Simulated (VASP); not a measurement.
# PbF₂: convergence, deformation potentials

PbF₂, Fm-3m (no. 225), 3 atoms in the cell. PBE, strained cells; PAW potentials Pb_d, F (PBE set). VASP 6.6.1.

Wanted: gap against ln V within 0.1 eV.

The series start from Relative volume step: 0.02; Cutoff (eV): 500; k-point spacing (1/Å): 0.3. Each series keeps the choices made before it, and each single choice may use up half of a tolerance. Times cover all steps of a run.

## Relative volume step

| Relative volume step | Gap against ln V (eV) | Time (s) |
|---|---|---|
| 0.06 | -0.08 | 23 |
| 0.02 | 0.01 | 23 |
| 0.01 (reference) | 0.00 | 23 |

## Cutoff (eV)

| Cutoff (eV) | Gap against ln V (eV) | Time (s) |
|---|---|---|
| 300 | 0.55 | 19 |
| 500 | 0.01 | 23 |
| 640 (reference) | 0.01 | 28 |

## k-point spacing (1/Å)

| k-point spacing (1/Å) | Gap against ln V (eV) | Time (s) |
|---|---|---|
| 0.7 | 0.05 | 20 |
| 0.3 | 0.01 | 23 |
| 0.2 (reference) | -0.32 | 30 |

## Question

The rows run from the loosest to the tightest. For each series: choose the loosest value from which every tighter one stays within half of the tolerance.

## Answer

- Relative volume step: 0.02
- Cutoff (eV): 500
- k-point spacing (1/Å): 0.2, the tightest run, since the next looser one is off by more than half of the tolerance (convergence isn't shown beyond it)

## All choices together

| Input | Gap against ln V (eV) | Time (s) |
|---|---|---|
| quick settings (naive) | -0.17 | 16 |
| chosen settings | -0.32 | 30 |
| reference settings throughout | -0.24 | 37 |

The chosen settings stay within the tolerance of the reference run, but the reference itself isn't shown to be converged in: k-point spacing (1/Å).

## The input

INCAR.step1:
```
PREC = Accurate ; ENCUT = 600
EDIFF = 1E-7 ; ISMEAR = 0
SIGMA = 0.05 ; ALGO = Normal
LREAL = F ; LASPH = T
NELM = 100 ; LWAVE = F
LCHARG = F ; IBRION = 2
NSW = 30 ; ISIF = 3
EDIFFG = -0.005 ; KPAR = 4
```

INCAR.step2, as INCAR.step1 but for:
```
- ENCUT = 600
- EDIFF = 1E-7
- NSW = 30
- ISIF = 3
+ ENCUT = 500
+ EDIFF = 1E-6
+ NSW = 15
```

KPOINTS.step1:
```
k-points
0
Gamma
  7 7 7
```

KPOINTS.step2:
```
Automatic mesh
0
Gamma
  10 10 10
  0 0 0
```

POSCAR.step1:
```
PbF2
1.0
    0.0000000000      2.9636600000      2.9636600000
    2.9636600000      0.0000000000      2.9636600000
    2.9636600000      2.9636600000      0.0000000000
Pb F
1 2
Direct
    0.0000000000      0.0000000000      0.0000000000
    0.7500000000      0.7500000000      0.7500000000
    0.2500000000      0.2500000000      0.2500000000
```

POSCAR.step2:
```
PbF2
1.0
    0.0000000000      2.9970854020      2.9970854020
    2.9970854020      0.0000000000      2.9970854020
    2.9970854020      2.9970854020      0.0000000000
Pb F
1 2
Direct
    0.0000000000      0.0000000000      0.0000000000
    0.7500000000      0.7500000000      0.7500000000
    0.2500000000      0.2500000000      0.2500000000
```

POSCAR.step3:
```
PbF2
1.0
    0.0000000000      3.0169342282      3.0169342282
    3.0169342282      0.0000000000      3.0169342282
    3.0169342282      3.0169342282      0.0000000000
Pb F
1 2
Direct
    0.0000000000      0.0000000000      0.0000000000
    0.7500000000      0.7500000000      0.7500000000
    0.2500000000      0.2500000000      0.2500000000
```

POSCAR.step4:
```
PbF2
1.0
    0.0000000000      2.9769701288      2.9769701288
    2.9769701288      0.0000000000      2.9769701288
    2.9769701288      2.9769701288      0.0000000000
Pb F
1 2
Direct
    0.0000000000      0.0000000000      0.0000000000
    0.7500000000      0.7500000000      0.7500000000
    0.2500000000      0.2500000000      0.2500000000
```

Commands (each step's output is kept before the next begins):
```
cat potpaw_PBE.64/Pb_d/POTCAR potpaw_PBE.64/F/POTCAR > POTCAR
cp INCAR.step1 INCAR
cp KPOINTS.step1 KPOINTS
cp POSCAR.step1 POSCAR
mpirun -np 4 vasp_std > vasp.out
rm WAVECAR CHG
cp INCAR.step2 INCAR
cp KPOINTS.step2 KPOINTS
cp POSCAR.step2 POSCAR
mpirun -np 4 vasp_std > vasp.out
rm WAVECAR CHG
cp POSCAR.step3 POSCAR
mpirun -np 4 vasp_std > vasp.out
rm WAVECAR CHG
cp POSCAR.step4 POSCAR
mpirun -np 4 vasp_std > vasp.out
```

The naive input happens to agree within the tolerance here, in 16 s.

The chosen input took VASP 6.6.1 30 s on 4 cores (Intel Xeon 6975P-C (Granite Rapids)), a shared host.
